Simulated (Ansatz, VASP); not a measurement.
Two plane-wave programs on LiF

File INCAR:

```
SYSTEM = LiF
ALGO     = Normal         ! electronic algorithm
EDIFF    = 1E-6           ! SCF threshold, eV
ENCUT    = 520            ! plane-wave cutoff, eV
GGA      = PE             ! functional
ISIF     = 2              ! what is computed and relaxed
ISMEAR   = -1             ! smearing method
LASPH    = .True.         ! aspherical terms in the spheres
LCHARG   = .False.        ! write CHGCAR
LREAL    = .False.        ! projectors in reciprocal space
LWAVE    = .False.        ! write WAVECAR
NBANDS   = 12             ! bands
NELM     = 60             ! most SCF steps
PREC     = Accurate       ! precision mode
SIGMA    = 0.02           ! smearing width, eV
```

File KPOINTS:

```
k-points
0
Gamma
  10 10 10
  0 0 0
```

POSCAR

```
LiF
1.0
   -0.0325980804      2.1120124695      2.1120124695
    2.1120124695     -0.0325980804      2.1120124695
    2.1120124695      2.1120124695     -0.0325980804
Li F
1 1
Direct
   -0.0015814982     -0.0015814982     -0.0015814982
    0.2515814982      0.2515814982      0.2515814982
```

Input for Ansatz:

```yaml
crystal:
  lattice:
    - [-0.0325980804, 2.1120124695, 2.1120124695]
    - [2.1120124695, -0.0325980804, 2.1120124695]
    - [2.1120124695, 2.1120124695, -0.0325980804]
  atoms:
    - { symbol: Li, position: [-0.0015814982, -0.0015814982, -0.0015814982] }
    - { symbol: F, position: [0.2515814982, 0.2515814982, 0.2515814982] }
kpoints:
  mp_grid: { grid: [10, 10, 10] }
  band_path:
    path:
      - [0.0, 0.0, 0.0]
      - [-0.5, -0.5, 0.0]
      - [-0.375, -0.375, 0.25]
      - [-0.375, 0.0, 0.375]
      - [0.0, 0.0, 0.5]
      - [-0.5, -0.25, 0.25]
    npoints: 1
hamiltonian:
  xc: pbe
scf:
  occupations: { method: fermi_dirac, width: 0.02 }
  n_extra_bands: 4
output:
  forces: true
  stress: true
  eigenvalues: true
```

Change from the starting cell: shear_111 strain -2.3%.

Alike in both runs: task single point; functional PBE; k mesh 10 × 10 × 10; occupations fermi-dirac, width 0.02 eV; no spin polarisation.

|  | VASP | Ansatz |
| --- | --- | --- |
| version | VASP 6.6.1 | Ansatz 0.2.0 |
| potentials or method | VASP PAW PBE potentials, release 64 (Li_sv, F) | plane waves, PAW |
| plane-wave cutoff (eV) | 520 | 420 |
| valence electrons in the cell | 10 | 10 |

|  | VASP | Ansatz | Ansatz less VASP |
| --- | --- | --- | --- |
| gap on the k mesh at the Fermi level (eV) | 7.98 | 8.00 | +0.013 |

 A k mesh can miss the band edges.
